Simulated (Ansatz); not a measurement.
# NaH (CsCl type): a single-point run

The task is a single-point run on NaH (CsCl type). The structure is shown as the input types it.

Program: Ansatz 0.2.0. Level of theory: DFT, PBE, PAW with Ansatz's default frozen-core files, scalar-relativistic. These are calculated values, not measurements.

2 further runs of the same task are left out: 2 that didn't finish. Runs told in other sessions of the task aren't counted.

**1. The starting structure**

The structure is cubic, space group Pm-3m (No. 221). Conventional cell: a = 2.500 Å, b = 2.500 Å, c = 2.500 Å, α = 90.00°, β = 90.00°, γ = 90.00°. Na (site symmetry m-3m) has 8 H at 2.17 Å in its first shell of neighbours. H (site symmetry m-3m) has 8 Na at 2.17 Å in its first shell of neighbours.

Structure file:

```
CELL_PARAMETERS angstrom
2.50007 0.00000 0.00000
0.00000 2.50007 0.00000
0.00000 0.00000 2.50007
ATOMIC_POSITIONS crystal
Na 0.00000 0.00000 0.00000
H 0.50000 0.50000 0.50000
```

**2. The run**

input.yaml reads:

```yaml
crystal:
  lattice:
    - [2.5000692519, 0.0, 0.0]
    - [0.0, 2.5000692519, 0.0]
    - [0.0, 0.0, 2.5000692519]
  atoms:
    - { symbol: Na, position: [0.0, 0.0, 0.0] }
    - { symbol: H, position: [0.5, 0.5, 0.5] }
kpoints:
  mp_grid: { grid: [12, 12, 12] }
  band_path:
    path:
      - [0.0, 0.0, 0.0]
      - [0.0, 0.5, 0.0]
      - [0.5, 0.5, 0.0]
      - [0.0, 0.0, 0.0]
      - [0.5, 0.5, 0.5]
      - [0.0, 0.5, 0.0]
      - [0.5, 0.5, 0.5]
      - [0.5, 0.5, 0.0]
    npoints: 8
scf:
  occupations: { method: fermi_dirac, width: 0.08 }
  convergence: { dr2_threshold: -1.0e-06 }
  max_iter: 80
hamiltonian:
  xc: pbe
  pseudopotentials: { kind: paw }
output:
  forces: true
  stress: true
  eigenvalues: true
  populations: true
```

Command:

```
> ansatz run input.yaml --threads 1 --pin off --max-ram 2048MiB --backend cpu --events-out ev --progress --plain --runs-dir out
```

Q: Will this input give a usable result? If not, why, and what should change?

Nothing was computed: the input was turned down at the start. Its message: «invalid value for `scf.convergence.dr2_threshold`: must be finite and > 0; got -0.000001 eV»

The suspect setting: scf.convergence.dr2_threshold is -1.0e-06. The number typed is not permitted for that setting.

What to do: delete scf.convergence.dr2_threshold (the default then holds).
